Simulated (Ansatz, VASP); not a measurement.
KBr: VASP beside Ansatz

File INCAR:

```
PREC = Accurate
ENCUT = 520
EDIFF = 1E-7
ISMEAR = 0
SIGMA = 0.05
LREAL = False
LASPH = True
NELM = 60
ALGO = Normal
ISIF = 2
LWAVE = False
LCHARG = True
GGA = PS
LELF = True
LVHAR = True
NBANDS = 15
```

KPOINTS

```
regular mesh
0
Gamma
  6 6 6
```

The input POSCAR:

```
KBr
1.0
    0.0000000000      3.5559000000      3.2925000000
    3.5559000000      0.0000000000      3.2925000000
    3.5559000000      3.5559000000      0.0000000000
K Br
1 1
Direct
    0.0000000000      0.0000000000      0.0000000000
    0.5000000000      0.5000000000      0.5000000000
```

Input for Ansatz:

```yaml
crystal:
  lattice:
    - [0.0, 3.5559, 3.2925]
    - [3.5559, 0.0, 3.2925]
    - [3.5559, 3.5559, 0.0]
  atoms:
    - { symbol: K, position: [0.0, 0.0, 0.0] }
    - { symbol: Br, position: [0.5, 0.5, 0.5] }
basis:
  ecutwfc: 420
kpoints:
  mp_grid: { grid: [6, 6, 6] }
hamiltonian:
  xc: pbesol
scf:
  occupations: { method: gaussian, width: 0.05 }
output:
  forces: true
  stress: true
  eigenvalues: true
```

Change from the starting cell: strain +0.080 along x and y, +0.000 along z, atoms carried along.

Alike in both runs: task single point; functional PBEsol; k mesh 6 × 6 × 6; occupations gaussian, width 0.05 eV; no spin polarisation.

|  | VASP | Ansatz |
| --- | --- | --- |
| version | VASP 6.6.1 | Ansatz 0.2.0 |
| potentials or method | VASP PAW PBE potentials, release 64 (K_sv, Br) | scalar-relativistic, plane waves, PAW |
| plane-wave cutoff (eV) | 520 | 420 |
| valence electrons in the cell | 16 | 16 |

VASP gave:

| Property | Result |
| --- | --- |
| gap on the k mesh at the Fermi level (eV) | 3.96 |
| least direct gap on the mesh (eV) | 3.96 |
| pressure (GPa) | -1.5 |
| largest component of the traceless stress (GPa) | 0.69 |

Question: What did Ansatz give for the same quantities?

Answer: gap on the k mesh at the Fermi level (eV): 3.96; least direct gap on the mesh (eV): 3.96; pressure (GPa): -1.5; largest component of the traceless stress (GPa): 0.67.

Caveats: the PAW data sets were made with another functional, which shifts forces and pressure a little (VASP).
